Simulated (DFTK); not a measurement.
AlCo:

```
CELL_PARAMETERS angstrom
2.81940 0.00000 0.00000
0.00000 2.81940 0.00000
0.00000 0.00000 2.81940
ATOMIC_POSITIONS crystal
Co 0.50000 0.50000 0.50000
Al 0.00000 0.00000 0.00000
```

The cell is a database's computed one.

Program: DFTK 0.8.2. Alike in all runs: task single point; level LDA+U; potentials or basis dojo.nc.sr.lda.v0_4_1.standard.upf (LDA); spin collinear, ferromagnetic start; cell as given; k mesh 4 × 4 × 4; cutoff (eV) 1306; smearing fermi-dirac 0.05 eV; the mesh is coarse, so values aren't converged.

Order these runs on this cell by their pressure, lowest first.
A. U Co d U = 3 eV
B. U Co d U = 8 eV
C. U Co d U = 0 eV

A (-5.1 GPa), C (-3.2 GPa), B (15.3 GPa).

Caveats: all runs use coarse meshes; the Hubbard orbitals reach further out than in other programs, which can move energies by up to some tens of meV an atom; the U is typed as a test and isn't derived for this compound.
